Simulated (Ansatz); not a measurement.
MgSe (Fm-3m): the size of the finite step

```
CELL_PARAMETERS angstrom
0.00000 2.72550 2.72550
2.72550 0.00000 2.72550
2.72550 2.72550 0.00000
ATOMIC_POSITIONS crystal
Mg 0.00000 0.00000 0.00000
Se 0.50000 0.50000 0.50000
```

Level of theory, where no other is named: PBEsol, PAW on Ansatz 0.2.0's default frozen-core files (fitted under PBE), scalar-relativistic. k mesh 6×6×6, fixed occupations, cutoff 420 eV. The cell was relaxed by PAW under this functional.

Problem. Displacements of 0.0025 Å give the modes in the third column. What do displacements of 0.06 Å give (2×2×2 q mesh, one row a degenerate set, no LO-TO term)?

```
point  branch   cm⁻¹
Gamma       4  188.5
    L       1   99.5
    L       3  170.5
    L       4  188.0
    L       6  328.0
    X       1   74.8
    X       3  113.8
    X       4  202.0
    X       6  220.4
```

Solution. Large displacements feel the anharmonic part of the potential.

```json
{"point": "Gamma", "branch": "4", "cm⁻¹": "189.2", "shift": "0.7"}
{"point": "L", "branch": "1", "cm⁻¹": "99.6", "shift": "0.2"}
{"point": "L", "branch": "3", "cm⁻¹": "170.6", "shift": "0.1"}
{"point": "L", "branch": "4", "cm⁻¹": "188.2", "shift": "0.2"}
{"point": "L", "branch": "6", "cm⁻¹": "328.1", "shift": "0.1"}
{"point": "X", "branch": "1", "cm⁻¹": "74.8", "shift": "-0.1"}
{"point": "X", "branch": "3", "cm⁻¹": "113.7", "shift": "-0.2"}
{"point": "X", "branch": "4", "cm⁻¹": "203.1", "shift": "1.0"}
{"point": "X", "branch": "6", "cm⁻¹": "220.7", "shift": "0.3"}
```

Limits of these numbers: frozen-core PAW files fitted under PBE, their cores solved anew for the functional of the run.
